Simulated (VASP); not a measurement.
# TiCo: single point with r2SCAN+U

Crystal: TiCo.

```xyz
2
Lattice="3.0254 0.0000 0.0000 0.0000 3.0254 0.0000 0.0000 0.0000 3.0254" Properties=species:S:1:pos:R:3 pbc="T T T"
Co    1.5127    1.5127    1.5127
Ti    0.0000    0.0000    0.0000
```

The cell comes from a database or a generator and needn't be the stable form of this composition.

The cell isn't the ideal one: volume scaled by 1.04.

| Item | Value |
| --- | --- |
| Program | VASP 6.6.1 |
| Task | single point |
| Functional | r2SCAN |
| Potentials or basis | VASP PAW PBE potentials, release 64 (Co_sv_GW, Ti_sv_GW) |
| Cutoff | 600 eV |
| k mesh | 9 × 9 × 9 |
| Occupations | methfessel-paxton, width 0.1 eV |
| Spin | collinear spin, random start |
| Starting moments | [-0.06, 0.7] μB |
| Hubbard terms | Co d U = 5.3 eV, Ti d U = 6.2 eV |

| Quantity | Value |
| --- | --- |
| Pressure | 9.7 GPa |
| Band gap on the k mesh | none (metal or under the smearing width) |
| Net moment | -1.00 μB per cell |
| Site moments | Co -1.94; Ti +0.56 μB |
| Valence electrons inside the program's atomic spheres | Co 15.29; Ti 9.65 |

Levels at points of the mesh, in eV from the Fermi level:
Spin up:
```csv
k point,band 10,band 11,band 12,band 13,band 14,band 15,band 16,band 17,band 18,band 19
"(0.00, 0.00, 0.00)",-2.60,-2.60,-2.07,-2.07,-2.07,2.89,2.89,2.89,3.78,3.79
```
Spin down:
```tsv
k point	band 12	band 13	band 14	band 15	band 16	band 17	band 18	band 19
(0.00, 0.00, 0.00)	-3.74	-3.74	-3.74	1.14	1.14	3.63	3.63	3.63
```

Eigenvalues of the final occupation matrices:
```tsv
site	spin	trace	eigenvalues
site 1 d	1	2.42	0.07 0.07 0.76 0.76 0.76
site 1 d	2	4.35	0.85 0.85 0.85 0.89 0.89
site 2 d	1	0.95	0.18 0.18 0.18 0.20 0.20
site 2 d	2	0.43	0.04 0.04 0.12 0.12 0.12
```

Run time: 2.4 min on 1 thread of Intel(R) Xeon(R) 6975P-C (Granite Rapids), on a shared host, peak memory 0.22 GiB.

Caveat: the PAW data sets were made with another functional, which shifts forces and pressure a little; the U is typed as a test and isn't derived for this compound. The state reached can hang on the start; a lower one may exist.
